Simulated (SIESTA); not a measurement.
Crystal: MgS.

```xyz
4
Lattice="4.0346 0.0000 0.0000 -2.0173 3.4941 0.0000 0.0000 0.0000 6.4323" Properties=species:S:1:pos:R:3 pbc="T T T"
S     2.0173    1.1647    5.6556
S     0.0000    2.3294    2.4394
Mg    0.0000    2.3294    6.4050
Mg    2.0173    1.1647    3.1888
```

The cell comes from a database or a generator and needn't be the stable form of this composition.

Base run:

```yaml
Program: SIESTA 5.4.2
Functional: LDA
Potentials_or_basis: PseudoDojo 0.4 standard (LDA files)
Basis: DZP (energy shift 0.003 Ry; two zetas on semicore shells)
Grid_cutoff: 800 Ry
Energy_shift: 0.003 Ry
k_mesh: 8 × 8 × 4
Occupations: fermi-dirac, width 0.05 eV
Spin: no spin polarisation
```

Its results: band gap on the k mesh 3.17 eV, direct; pressure -0.2 GPa; largest force 0.050 eV/Å.

Q: The run is repeated on the same cell with these changes: functional from LDA to PBEsol; potentials or basis from PseudoDojo 0.4 standard (LDA files) to PseudoDojo 0.4 standard (PBEsol files). What comes out?

A: Band gap on the k mesh 3.26 eV, direct; pressure 1.4 GPa; largest force 0.043 eV/Å.

Caveats: the basis of atomic orbitals isn't converged, which shifts pressures, moduli and gaps.
